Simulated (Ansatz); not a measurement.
# MoS2: the cost of one run

Computed with Ansatz 0.2.0 (DFT PBE+D3(BJ), scalar-relativistic, plane waves, PAW, and further levels as typed in the inputs, unless a step's input says otherwise).

## (1) The structure to begin with

Symmetry: P-3m1, No. 164, trigonal system. The conventional cell has a = 3.128 Å, b = 3.128 Å, c = 27.277 Å, α = 90.00°, β = 90.00°, γ = 120.00°. S (site symmetry 3m) is surrounded by 3 Mo at 2.39 Å. Mo (site symmetry 3m) has 6 S at 2.39 Å as nearest neighbours.

Structure file:

```cif
data_structure
_symmetry_space_group_name_H-M 'P-3m1'
_symmetry_Int_Tables_number 164
_cell_length_a 3.1284
_cell_length_b 3.1284
_cell_length_c 27.2770
_cell_angle_alpha 90.000
_cell_angle_beta 90.000
_cell_angle_gamma 120.000
_cell_volume 231.19
loop_
_atom_site_label
_atom_site_type_symbol
_atom_site_symmetry_multiplicity
_atom_site_Wyckoff_symbol
_atom_site_fract_x
_atom_site_fract_y
_atom_site_fract_z
_atom_site_occupancy
S1 S 2 d 0.66667 0.33333 0.32995 1
Mo1 Mo 2 d 0.33333 0.66667 0.38732 1
S2 S 2 d 0.66667 0.33333 0.44470 1
```

## (2) Relaxing the atoms: Mo2S4 sheet, no spin

input.yaml

```yaml
crystal:
  lattice:
    - [3.1284, 0.0, 0.0]
    - [-1.5642, 2.7092738732, 0.0]
    - [0.0, 0.0, 27.277]
  atoms:
    - { symbol: S, position: [0.6666666667, 0.3333333333, 0.3299483081] }
    - { symbol: Mo, position: [0.3333333333, 0.6666666667, 0.3873226528] }
    - { symbol: S, position: [0.6666666667, 0.3333333333, 0.4446969975] }
    - { symbol: S, position: [0.3333333333, 0.6666666667, 0.5553030025] }
    - { symbol: Mo, position: [0.6666666667, 0.3333333333, 0.6126773472] }
    - { symbol: S, position: [0.3333333333, 0.6666666667, 0.6700516919] }
  periodic: [true, true, false]
scf:
  occupations: { method: gaussian, width: 0.02 }
  n_extra_bands: 6
output:
  forces: true
  stress: false
  write_density: true
  write_potential: true
  elf: true
  volumetric_format: npy
kpoints:
  mp_grid: { grid: [12, 12, 1] }
hamiltonian:
  xc: pbe
  dispersion: d3bj
relax:
  f_tol: 0.004
  max_steps: 100
```

Command:

```sh
ansatz run input.yaml --threads 4 --pin off --max-ram 14336MiB --backend cpu --events-out ev --progress --plain --runs-dir out
```

Q: Estimate wall time and peak memory on 4 threads of Intel Xeon Platinum 8375C at 2.90GHz (Ice Lake), shared host.

About 30 s, with a peak of 0.81 GiB.
